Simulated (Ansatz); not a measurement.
Base system: GeO$_{2}$ in the rutile structure (space group P4_2/mnm, No. 136; a = 4.412 Å, c = 2.871 Å). Axes: x, y, z lie along a, b, c of the conventional cell.

Method: r2SCAN (Ansatz, a first-principles code, PAW, no spin-orbit coupling), earlier PAW set.

Before the change:

| Property | Value |
|---|---|
| Pressure | 0.00 GPa |
| Electron mass | 0.23 mₑ along c, 0.28 mₑ across (at Γ) |

Perturbation: compressive biaxial strain of 0.81 % in the plane normal to [001], as in epitaxy on a mismatched substrate; the out-of-plane cell vector and the atoms relax.

**Question.** What does the calculation give for the pressure after the change?

**Answer.** The pressure (mean of the normal stresses, compression positive) goes from zero to 2.27 GPa.

**Question.** How does this affect the electron mass?

**Answer.** The electron mass goes from 0.23 mₑ along c, 0.28 mₑ across (at Γ) to 0.23 mₑ out of plane, 0.28 mₑ in plane (at Γ).

**Question.** What happens to the out-of-plane strain?

**Answer.** The out-of-plane strain is +0.52 %.

The levels and masses belong to the bands next to the band gap. Masses are band curvatures over ±0.01 Å⁻¹ around the edge. No phonon test of stability was made.
